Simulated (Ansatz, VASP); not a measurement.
**Si: VASP beside Ansatz**

```
CELL_PARAMETERS angstrom
0.00000 2.63401 2.71547
2.63401 0.00000 2.71547
2.63401 2.63401 0.00000
ATOMIC_POSITIONS crystal
Si 0.50000 0.50000 0.50000
Si 0.75000 0.75000 0.75000
```

Change from the starting cell: equal xx and yy strain of -3 %.

Alike in both runs: task single point; functional PBE; k mesh 11 × 11 × 11; occupations fermi-dirac, width 0.08 eV; no spin polarisation.

|  | VASP | Ansatz |
| --- | --- | --- |
| version | VASP 6.6.1 | Ansatz 0.2.0 |
| potentials or method | VASP PAW PBE potentials, release 64 (Si), cutoff 520 eV | all-electron LAPW, scalar-relativistic |

```csv
,VASP,Ansatz,Ansatz less VASP
pressure (GPa),8.6,8.6,+0.03
largest component of the traceless stress (GPa),2.03,2.03,-0.003
```

Ansatz ran all-electron here, so the differences hold the error of VASP's frozen core and of both bases.
